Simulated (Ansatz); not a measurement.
**Nb: do energies and stresses tell the same story?**

Computed with DFT r2SCAN, scalar-relativistic, plane waves, PAW in Ansatz.

Cutoff 500 eV; k points 18×18×18 on the computed 1-atom cell (Γ-centred); Gaussian smearing, width 0.10 eV; no spin polarisation.

Relaxed cell: Im-3m, a = 3.305 Å, b = 3.305 Å, c = 3.305 Å, α = 90.00°, β = 90.00°, γ = 90.00°, 1 atom in the primitive cell.

Energies at zero smearing and pressures from the stress tensor, at volumes with shape and atoms relaxed:
```
V (Å³/atom) E − E(first) (meV/atom) P (GPa)
     16.961                     0.00    11.91
     17.502                   -28.97     5.56
     18.043                   -38.03     0.00
     18.584                   -29.63    -4.91
     19.126                    -5.68    -9.23
```

**Question.** Check P = −dE/dV between neighbouring volumes, and get the bulk modulus from the pressures alone.

**Answer.** With 1 eV/Å³ = 160.2 GPa:
```json
{"middle V (Å³/atom)": "17.231", "−ΔE/ΔV (GPa)": "8.574", "mean P (GPa)": "8.735"}
{"middle V (Å³/atom)": "17.773", "−ΔE/ΔV (GPa)": "2.683", "mean P (GPa)": "2.780"}
{"middle V (Å³/atom)": "18.314", "−ΔE/ΔV (GPa)": "-2.485", "mean P (GPa)": "-2.457"}
{"middle V (Å³/atom)": "18.855", "−ΔE/ΔV (GPa)": "-7.090", "mean P (GPa)": "-7.073"}
```

The two differ by 0.16 GPa at most. The mean of two end pressures misses the average over a step by about ΔV² P″/12, up to 0.07 GPa here; with that taken off 0.09 GPa remains. The stress is the derivative of the free energy, not of the energy at zero smearing, and with free energies 0.00 GPa remains. Around V = 18.043 Å³/atom, the two neighbours give B = −V ΔP/ΔV = 18.043 × 10.47 / 1.083 = 174.6 GPa, against B0 = 172.8 GPa from the Birch–Murnaghan fit of the energies.

Cost: 6 runs of about 1.1 core-minutes in all, on Arm Neoverse V2 (shared hosts).